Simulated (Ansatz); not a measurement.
## Sb: all-electron results

```
CELL_PARAMETERS angstrom
-1.50500 1.50500 2.48000
1.50500 -1.50500 2.48000
1.50500 1.50500 -2.48000
ATOMIC_POSITIONS crystal
Sb 0.00000 0.00000 0.00000
```

The cell comes from COD entry 9013010, which wasn't checked; take it as a given geometry.

Spin–orbit coupling is left out, though it moves levels of the heavy atoms by tenths of an eV or more.

Method: DFT, PBE, all-electron LAPW, scalar-relativistic in Ansatz 0.2.0.

The runs use a Γ-centred 19×19×19 k mesh, Fermi–Dirac smearing of 0.05 eV, basis error target 0.25 meV/atom, no spin polarisation.

```
Stress xx, yy, zz (compression positive) : 19.98, 19.98, 17.77 GPa
Volume per atom                          : 22.47 Å³
```

Pressure at this cell: what does the calculation give?

19.25 GPa.

Give the computed value. Density of states at the Fermi level (0.2 eV bin).

0.60 states/eV per cell.

Predict this quantity. Band gap.

none: with an odd electron count and no spin polarisation the bands can't all be full, a metal in this set-up (spin order or a larger cell could open a gap).
